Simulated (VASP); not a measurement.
# Ag on the Al site in AlNi3, part 2 of 2

Aim: the formation energy and local structure of Ag on the Al site in AlNi3. The start is a computed cell from the Materials Project.

VASP 6.6.1, plane waves and PAW; the level of theory is named at each step.

Still holding for the runs below: The magnetic state follows from one typed start and may not be the lowest.

So far. Step 6 (Reference Ni): The run ended after 3 ionic steps, 0.018 eV below its first step, once forces and stress met EDIFFG = -0.02. Step 6 (Reference Ni): Energy at zero smearing: -6.14965 eV.

**7. The defect cell**

This step: PBEsol, spin-polarised from a ferromagnetic start; plane waves and PAW (Ni, Ag, Al) (VASP 6.6.1).

System of this step: Al7Ni24Ag. The cell holds 32 atoms: 24 Ni, 1 Ag and 7 Al. Its edges and angles: a = 7.031 Å, b = 7.031 Å, c = 7.031 Å, α = 90.0°, β = 90.0°, γ = 90.0°. It derives from AlNi3. Nearest the centre at fractional (0.000, 0.000, 0.000): Ag25 at 0.00 Å, Ni1 at 2.49 Å, Ni17 at 2.49 Å, Ni9 at 2.49 Å, Ni10 at 2.49 Å, Ni13 at 2.49 Å, Ni5 at 2.49 Å, Ni3 at 2.49 Å.

The host is treated as a metal, since its gap is under 0.3 eV or closed. The run keeps 48 symmetry operations, which cuts the number of k-points but bars distortions that break them. The atoms relax at the host's fixed cell.

Contents of INCAR:

```
SYSTEM = Al7Ni24Ag
PREC = Normal
ENCUT = 300
EDIFF = 1E-05
NELM = 120
ISMEAR = 1
SIGMA = 0.2
LREAL = Auto
ALGO = Fast
GGA = PS
NBANDS = 160
ISPIN = 2
MAGMOM = 1 1 1 1 1 1 1 1 1 1 1 1 1 1 1 1 1 1 1 1 1 1 1 1 0 0 0 0 0 0 0 0
LASPH = .TRUE.
LMAXMIX = 4
LORBIT = 11
LWAVE = .FALSE.
LCHARG = .TRUE.
KPAR = 4
IBRION = 2
NSW = 50
ISIF = 2
EDIFFG = -0.03
POTIM = 0.4
MAXMIX = 40
ISYM = 2
```

Contents of POSCAR:

```
Al7Ni24Ag
1.0
    7.0308630520      0.0000000000      0.0000000000
    0.0000000000      7.0308630520      0.0000000000
    0.0000000000      0.0000000000      7.0308630520
Ni Ag Al
24 1 7
Direct
    0.2500000000      0.2500000000      0.0000000000
    0.2500000000      0.2500000000      0.5000000000
    0.2500000000      0.7500000000      0.0000000000
    0.2500000000      0.7500000000      0.5000000000
    0.7500000000      0.2500000000      0.0000000000
    0.7500000000      0.2500000000      0.5000000000
    0.7500000000      0.7500000000      0.0000000000
    0.7500000000      0.7500000000      0.5000000000
    0.2500000000      0.0000000000      0.2500000000
    0.2500000000      0.0000000000      0.7500000000
    0.2500000000      0.5000000000      0.2500000000
    0.2500000000      0.5000000000      0.7500000000
    0.7500000000      0.0000000000      0.2500000000
    0.7500000000      0.0000000000      0.7500000000
    0.7500000000      0.5000000000      0.2500000000
    0.7500000000      0.5000000000      0.7500000000
    0.0000000000      0.2500000000      0.2500000000
    0.0000000000      0.2500000000      0.7500000000
    0.0000000000      0.7500000000      0.2500000000
    0.0000000000      0.7500000000      0.7500000000
    0.5000000000      0.2500000000      0.2500000000
    0.5000000000      0.2500000000      0.7500000000
    0.5000000000      0.7500000000      0.2500000000
    0.5000000000      0.7500000000      0.7500000000
    0.0000000000      0.0000000000      0.0000000000
    0.0000000000      0.0000000000      0.5000000000
    0.0000000000      0.5000000000      0.0000000000
    0.0000000000      0.5000000000      0.5000000000
    0.5000000000      0.0000000000      0.0000000000
    0.5000000000      0.0000000000      0.5000000000
    0.5000000000      0.5000000000      0.0000000000
    0.5000000000      0.5000000000      0.5000000000
```

Contents of KPOINTS:

```
Automatic mesh
0
Monkhorst-Pack
3 3 3
0 0 0
```

The projector-augmented-wave data sets are Ni, Ag and Al (PBE family, release 64).

Launch:

```bash
mpirun -np 4 vasp_std
```

The job ended after 3.3 min (4 MPI ranks of AMD EPYC 7R43, shared host; peak memory 1.1 GiB).

Step by step:

| step | energy less that of the first step (eV) | largest force (eV/Å) |
| --- | --- | --- |
| 1 | 0.0000 | 0.6162 |
| 2 | -0.1265 | 0.2704 |
| 3 | -0.1595 | 0.1096 |
| 4 | -0.1597 | 0.1129 |
| 5 | -0.1646 | 0.0479 |
| 6 | -0.1659 | 0.0058 |

The atoms that moved most (Å):

| atom | dx | dy | dz | length |
| --- | --- | --- | --- | --- |
| Ni1 | 0.032 | 0.032 | 0.000 | 0.045 |
| Ni9 | 0.032 | 0.000 | 0.032 | 0.045 |
| Ni17 | 0.000 | 0.032 | 0.032 | 0.045 |
| Ni5 | -0.032 | 0.032 | 0.000 | 0.045 |
| Ni10 | 0.032 | 0.000 | -0.032 | 0.045 |
| Ni13 | -0.032 | 0.000 | 0.032 | 0.045 |
| Ni18 | 0.000 | 0.032 | -0.032 | 0.045 |
| Ni3 | 0.032 | -0.032 | 0.000 | 0.045 |

Final coordinates:

```xyz
32
Lattice="7.0309 0.0000 0.0000 0.0000 7.0309 0.0000 0.0000 0.0000 7.0309" Properties=species:S:1:pos:R:3 pbc="T T T"
Ni    1.7897    1.7897    0.0000
Ni    1.7638    1.7638    3.5154
Ni    1.7897    5.2412    0.0000
Ni    1.7638    5.2671    3.5154
Ni    5.2412    1.7897    0.0000
Ni    5.2671    1.7638    3.5154
Ni    5.2412    5.2412    0.0000
Ni    5.2671    5.2671    3.5154
Ni    1.7897    0.0000    1.7897
Ni    1.7897    0.0000    5.2412
Ni    1.7638    3.5154    1.7638
Ni    1.7638    3.5154    5.2671
Ni    5.2412    0.0000    1.7897
Ni    5.2412    0.0000    5.2412
Ni    5.2671    3.5154    1.7638
Ni    5.2671    3.5154    5.2671
Ni    0.0000    1.7897    1.7897
Ni    0.0000    1.7897    5.2412
Ni    0.0000    5.2412    1.7897
Ni    0.0000    5.2412    5.2412
Ni    3.5154    1.7638    1.7638
Ni    3.5154    1.7638    5.2671
Ni    3.5154    5.2671    1.7638
Ni    3.5154    5.2671    5.2671
Ag    0.0000    0.0000    0.0000
Al    0.0000    0.0000    3.5154
Al    0.0000    3.5154    0.0000
Al    0.0000    3.5154    3.5154
Al    3.5154    0.0000    0.0000
Al    3.5154    0.0000    3.5154
Al    3.5154    3.5154    0.0000
Al    3.5154    3.5154    3.5154
```

Numbers from this step:

```yaml
electronic_cycles: 46
electrons: 272
free_energy_toten: -190.7106 eV
energy_at_zero_smearing: -190.7210 eV
fermi_energy: 9.958 eV
moment_of_the_cell_from_the_last_line_of_the_log: 6.213 μB
```

Spin moment in the PAW sphere by element, in μB:

| element | atoms | mean | spread (r.m.s.) | least | largest |
| --- | --- | --- | --- | --- | --- |
| Ni | 24 | 0.272 | 0.004 | 0.268 | 0.276 |
| Ag | 1 | -0.004 | 0.000 | -0.004 | -0.004 |
| Al | 7 | -0.009 | 0.000 | -0.009 | -0.008 |

The atoms nearest the centre:

| atom | distance (Å) | spin moment in the PAW sphere (μB) |
| --- | --- | --- |
| Ag25 | 0.00 | -0.004 |
| Ni1 | 2.53 | 0.268 |
| Ni17 | 2.53 | 0.268 |
| Ni9 | 2.53 | 0.268 |
| Ni10 | 2.53 | 0.268 |
| Ni13 | 2.53 | 0.268 |
| Ni5 | 2.53 | 0.268 |
| Ni3 | 2.53 | 0.268 |
| Ni18 | 2.53 | 0.268 |
| Ni19 | 2.53 | 0.268 |
| Ni14 | 2.53 | 0.268 |
| Ni20 | 2.53 | 0.268 |
| Ni7 | 2.53 | 0.268 |
| Al27 | 3.52 | -0.009 |

Spin density in the ac plane at fractional y = 0.000, through the centre, with atoms of Ni and Ag and Al within 0.45 Å of it.

Ten even steps from '0' (0.00 e/Å³) to '9' (0.49 e/Å³), each cell a mean:
```
00000000000000000000
00000000000000000000
00000000000000000000
00001310000000230000
00015940000001783000
00004730000001572000
00000100000000110000
00000000000000000000
00000000000000000000
00000000000000000000
00000000000000000000
00000000000000000000
00000000000000000000
00002410000000341000
00016940000001793000
00003620000000451000
00000100000000010000
00000000000000000000
00000000000000000000
00000000000000000000
```
Columns run along a (7.0 Å), rows up along c (7.0 Å). Atoms in or near the plane, at fractional coordinates: Ni at (0.25, 0.25), Ni at (0.25, 0.75), Ni at (0.75, 0.25), Ni at (0.75, 0.75), Ag at (0.00, 0.00), Al at (0.00, 0.50), Al at (0.50, 0.00), Al at (0.50, 0.50).

Valence density in the ac plane at fractional y = 0.000, through the centre, with atoms of Ni and Ag and Al within 0.45 Å of it. It is the smooth field of the valence electrons, not physical close to the nuclei.

Ten steps, logarithmic in the rise over the least value, from '0' (0 e/Å³) to '9' (12 e/Å³), each cell a mean:
```
87522122100122112367
65322222211122222346
43234432222223443233
22247864222225786322
12369985221236998421
12258985222236897421
22236753222224665322
12223332221222332222
11222222211122222211
01122122100112212210
01222222100122222210
11222222211222222221
22234543222223554222
12257874222235886322
12369985221237998421
22258974222236897422
32235653222223564322
54322322221222232235
76422222111122222357
87532112100112112468
```
Columns run along a (7.0 Å), rows up along c (7.0 Å). Atoms in or near the plane, at fractional coordinates: Ni at (0.25, 0.25), Ni at (0.25, 0.75), Ni at (0.75, 0.25), Ni at (0.75, 0.75), Ag at (0.00, 0.00), Al at (0.00, 0.50), Al at (0.50, 0.00), Al at (0.50, 0.50).

The run ended after 6 ionic steps, 0.166 eV below its first step, once the forces on the free atoms met EDIFFG = -0.03.

The 12 first neighbours (Ni) lie 2.49 Å from the site in the perfect crystal and 2.53 Å on average from the atom on it after the relaxation (+1.8 %).

**8. Putting the energies together**

This step: point defect, PBEsol; plane waves and PAW (VASP 6.6.1).

This step runs nothing: it gathers the runs above.

Numbers from this step:

```yaml
formation_energy_of_the_neutral_defect: 3.042 eV
host_formation_enthalpy: -0.4429 eV/atom
```

Formation energy:

| formation energy (eV) | largest move (Å) |
| --- | --- |
| 3.042 | 0.04519 |

E_f is E(defect cell) less E(perfect cell), corrected for the atoms exchanged with their references.

References, in eV an atom: Ag -3.324 (crystal Fm-3m), Al -4.096 (crystal Fm-3m) and Ni -6.150 (crystal Fm-3m). They were run at the supercell's cutoff and functional, without U, and count both elements from their own phases.

**9. What came out**

```
formation energy at charge 0 : 3.042 eV
host formation enthalpy      : -0.443 eV/atom
```

Ag on the Al site costs 3.04 eV, with every exchanged atom at the energy of its element. The 12 first neighbours (Ni) lie 2.49 Å from the site in the perfect crystal and 2.53 Å on average from the atom on it after the relaxation (+1.8 %). With metallic smearing the value can move by tenths of an eV with the k mesh. The supercell of 32 atoms is small, so interactions between images remain.

[Lines on the potential files, build, host, timing and source positions are cut from VASP's logs without a mark.]

[Logs are printed without paths, hosts, clocks, repeated set-up lines and the standing remarks that a program may print on its own settings, such as how far it seeks lower states.]

[Hosts, paths, dates, database ids (printed as entryN), source tags and the programs' standing remarks are cut or masked in the printed files.]

[In band tables of VASP the shares of atoms and orbitals are scaled to a sum of 1 inside the atoms' spheres.]

[Runs that stopped without an error message from VASP are left out.]
